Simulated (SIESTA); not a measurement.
# SnSe under changes of volume

One of the cells (27.271 Å³/atom); the others are scaled copies at fixed shape and fractional positions:

```
CELL_PARAMETERS angstrom
0.00000 3.01000 3.01000
3.01000 0.00000 3.01000
3.01000 3.01000 0.00000
ATOMIC_POSITIONS crystal
Sn 0.00000 0.00000 0.00000
Se 0.50000 0.50000 0.50000
```

Measurements of this composition are mostly on another form, of space group No. 62.

* Program: SIESTA 5.4.2
* Functional: PBE
* Potentials or basis: PseudoDojo 0.4 standard (PBE files)
* Basis: DZP (energy shift 0.01 Ry)
* Grid cutoff: 500 Ry
* Energy shift: 0.01 Ry
* k mesh: 8 × 8 × 8
* Occupations: fermi-dirac, width 0.05 eV
* Spin: no spin polarisation

| volume (Å³/atom) | energy over the lowest point (meV/atom) | pressure (GPa) | gap on the mesh (eV) |
| --- | --- | --- | --- |
| 25.635 | 47.04 | 5.8 | 0.66 |
| 26.180 | 29.55 | 4.5 | 0.57 |
| 26.725 | 16.52 | 3.2 | 0.48 |
| 27.271 | 7.60 | 2.1 | 0.40 |
| 27.816 | 2.15 | 1.2 | 0.33 |
| 28.362 | 0.00 | 0.2 | 0.26 |
| 28.907 | ? | ? | ? |

Task: What does the run at 28.907 Å³/atom give?

Result: Energy over the lowest point 0.96 meV/atom; pressure -0.7 GPa; gap on the mesh 0.19 eV.

Worked out: A Birch-Murnaghan fit of order 3 (a polynomial in V^(-2/3)) to the other rows has its minimum at 28.50 Å³/atom, just outside them, with B0 = V·E''(V) = 43 GPa and B' = 4.9. It gives 0.67 meV/atom at 28.907 Å³/atom, against the run's 0.96, and -dE/dV = -0.6 GPa, against -0.7. A straight line through the other rows of the gap, of slope -3.96 eV per unit of ln V (its deformation potential), extrapolates to 0.18 eV, against the run's 0.19.

Energies are extrapolated to zero smearing.

Caveats: semicore shells carry a single zeta, which can move pressures by several GPa and volumes by a few percent; spin-orbit coupling is left out, which moves the levels of the heavy elements; the basis of atomic orbitals isn't converged, which shifts pressures, moduli and gaps.

A mesh can miss the band edges.
